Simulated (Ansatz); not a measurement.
Input and output of a one-shot G0W0 calculation on BeSe (zincblende) (Ansatz 0.2.0, G0W0@PBE with 55 empty bands, a screening cutoff of 80 eV and a 6×6×6 mesh). The cell was relaxed beforehand with r2SCAN.

input.yaml:
```yaml
crystal:
  lattice:
    - [0.0, 2.5810353743, 2.5810353743]
    - [2.5810353743, 0.0, 2.5810353743]
    - [2.5810353743, 2.5810353743, 0.0]
  atoms:
    - { symbol: Be, position: [0.0, 0.0, 0.0] }
    - { symbol: Se, position: [0.25, 0.25, 0.25] }
kpoints:
  mp_grid: { grid: [6, 6, 6] }
hamiltonian:
  xc: pbe
scf:
  occupations: { method: fixed }
gw:
  n_empty_bands: 55
  ecut_chi: 80
  qp_bands: [v2, c2]
  qp_kpoints: band_edges
  screening: { model: contour_deformation }
```

Command: `ansatz run input.yaml --threads 2 --pin off --max-ram 3686MiB --backend cpu --events-out ev --progress --plain --runs-dir out`. It took 15 s on 2 threads of Arm Neoverse V1, on a shared host; peak host memory 0.29 GiB.

Output, abridged:
```
Functional definition: PBE
Crystal: 2 atoms, lattice volume = 34.388 Å³
Basis set: ecut = 420 eV, 645 PW (Γ)
Bands: 13, of which v1, the nominal top of the filled ones, is band 9 counted from 1 (8 counted from 0)
Symmetry: 24 space group operations
Space group: F-43m (ITA 216)
k-points: 16 of 216 (time reversal used)
SCF 1 converged in 6 iterations: F = -5563.432729 eV  dr2 = 1.87e-8
Free energy (F): -5563.432729 eV
Fermi energy:    6.840697 eV
--- G₀W₀: contour deformation, 6 samples at zero and on the imaginary axis and 2 off it, 216 q-points, 55 empty bands' worth ---
    ik  band        ε_KS         Σx   Σc(E_QP)       V_xc       Z   E_QP_lin       E_QP  E_QP is
     0     8      6.8407   -17.9213     1.7543   -15.5366  0.7987     6.2071     6.2103  root
     0     9      6.8407   -17.9213     1.7543   -15.5366  0.7987     6.2071     6.2103  root
     0    10     11.1296    -8.4080    -4.1464   -13.2350  0.8065    11.8143    11.8101  root
     0    11     11.8630    -6.1030    -4.2395   -10.9964  0.7977    12.5211    12.5168  root
     1     8      6.5030   -17.6436     1.8148   -15.1728  0.7964     5.8435     5.8470  root
     1     9      6.5030   -17.6436     1.8148   -15.1728  0.7964     5.8435     5.8470  root
     1    10     11.3655    -7.1915    -4.1339   -11.9544  0.8036    11.9982    11.9945  root
     1    11     12.4102    -6.2652    -4.3728   -11.3144  0.7939    13.0916    13.0866  root
     2     8      5.9890   -17.4694     1.9722   -14.7941  0.7923     5.2815     5.2859  root
     2     9      5.9890   -17.4694     1.9722   -14.7941  0.7923     5.2815     5.2859  root
     2    10     11.2177    -7.3764    -4.0814   -12.0444  0.8037    11.8075    11.8043  root
     2    11     12.8712    -6.0683    -4.4499   -11.1666  0.7934    13.5244    13.5196  root
     3     8      5.7810   -17.4536     2.0477   -14.6830  0.7906     5.0532     5.0580  root
     3     9      5.7810   -17.4536     2.0477   -14.6830  0.7906     5.0532     5.0580  root
     3    10     11.1423    -7.5167    -4.0574   -12.1460  0.8039    11.7172    11.7142  root
     3    11     12.8207    -5.9104    -4.3936   -10.9159  0.7963    13.4369    13.4327  root
     4     8      5.8989   -17.1945     1.9420   -14.5438  0.7922     5.1857     5.1902  root
     4     9      5.8989   -17.1945     1.9420   -14.5438  0.7922     5.1857     5.1902  root
     4    10     11.1263    -6.0652    -4.0316   -10.6408  0.8047    11.6729    11.6703  root
     4    11     12.8897    -8.3904    -4.4291   -13.5355  0.7917    13.6118    13.6057  root
     8     8      5.0130   -16.8031     2.1838   -13.8308  0.7847     4.2180     4.2246  root
     8     9      6.3724   -17.6674     1.8655   -15.1349  0.7952     5.7016     5.7054  root
     8    10     12.0927    -6.7860    -4.3435   -11.8033  0.7985    12.7712    12.7664  root
     8    11     12.7582    -6.0277    -4.5535   -11.2670  0.7896    13.4495    13.4439  root
     9     8      4.6851   -16.9691     2.3513   -13.8003  0.7812     3.8601     3.8677  root
     9     9      4.6851   -16.9691     2.3513   -13.8003  0.7812     3.8601     3.8677  root
     9    10     10.0965    -5.8042    -3.8123   -10.0108  0.8119    10.4921    10.4909  root
     9    11     11.7666    -6.1624    -4.0548   -10.6418  0.8066    12.1928    12.1911  root
    12     8      4.2248   -16.9663     2.5198   -13.5928  0.7764     3.3620     3.3710  root
    12     9      4.2248   -16.9663     2.5198   -13.5928  0.7764     3.3620     3.3710  root
    12    10      9.4949    -5.5667    -3.6937    -9.5743  0.8171     9.8096     9.8089  root
    12    11     11.0594    -6.3550    -3.8909   -10.6436  0.8084    11.4584    11.4570  root
```

The points are ik 0 = (0, 0, 0) (Γ), ik 1 = (0, 0, 1/6), ik 2 = (0, 0, 1/3), ik 3 = (0, 0, -1/2), ik 4 = (0, 1/6, 1/6), ik 8 = (0, 1/6, -1/6), ik 9 = (0, 1/3, 1/3), ik 12 = (0, -1/2, -1/2); band 9 is the last filled one.

The quasiparticle gap on this mesh is 3.60 eV (Γ to k = (0, -1/2, -1/2)), against 2.65 eV from PBE: +0.95 eV. Renormalisation factors Z lie between 0.78 and 0.82. G0W0 here is at a finite number of bands, screening cutoff and k mesh, not at the basis limit.

Calculated for a static, non-magnetic cell.

The runs are scalar-relativistic, without spin-orbit coupling.
